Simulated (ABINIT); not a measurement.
The system is ZrS.

```
CELL_PARAMETERS angstrom
0.00000 2.62500 2.62500
2.62500 0.00000 2.62500
2.62500 2.62500 0.00000
ATOMIC_POSITIONS crystal
Zr 0.00000 0.00000 0.00000
S 0.50000 0.50000 0.50000
```

Base run:

- Program: ABINIT 10.8.3 (patched build)
- Functional: LDA
- Potentials or basis: JTH PAW LDA v2.0
- Cutoff: 544 eV
- k mesh: 9 × 9 × 9
- Occupations: fermi-dirac, width 0.05 eV
- Spin: no spin polarisation

Its results: band gap on the k mesh none (metal or under the smearing width); pressure -9.3 GPa.

Problem. The run is repeated on the same cell with these changes: k mesh from 9 × 9 × 9 to 5 × 5 × 5. What comes out?

Solution. Band gap on the k mesh none (metal or under the smearing width); pressure -9.8 GPa.

Caveats: some runs use coarse meshes; the highest band is partly filled, so the run has too few bands.
